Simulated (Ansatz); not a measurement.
## Vibrational response of AlP at 20 GPa

These are results of Ansatz, DFT LDA, scalar-relativistic, plane waves, PAW, not measurements. Cutoff 420 eV, 10×10×10 k-points (Γ-centred), fixed occupations. No spin polarisation. Phonons by linear response, acoustic sum rule imposed.

The cell, relaxed at 20 GPa:
```
Al P
1.0
     0.00000    2.57545    2.57545
     2.57545    0.00000    2.57545
     2.57545    2.57545    0.00000
Al P
1 1
Direct
  0.00000 0.00000 0.00000
  0.75000 0.75000 0.75000
```

Other phases may be more stable at this pressure.

Task: Give the high-frequency dielectric tensor ε∞.

Result:
```
8.35 0.00 0.00
0.00 8.35 0.00
0.00 0.00 8.35
```

Task: Give the Born effective charges.

Result:
| atom | Z*xx | Z*yy | Z*zz | mean |
| --- | --- | --- | --- | --- |
| Al (atom 1) | 2.13 | 2.13 | 2.13 | 2.13 |
| P (atom 2) | -2.13 | -2.13 | -2.13 | -2.13 |

Task: How large is the static dielectric tensor with the ions free to move, and what share of it is ionic?

Result:
```
9.9 0.0 0.0
0.0 9.9 0.0
0.0 0.0 9.9
```
The ions give 16 % of its trace.

Cost: 1 run of about 0.76 core-minutes, on AMD EPYC 7R43 (Zen 3) (shared hosts).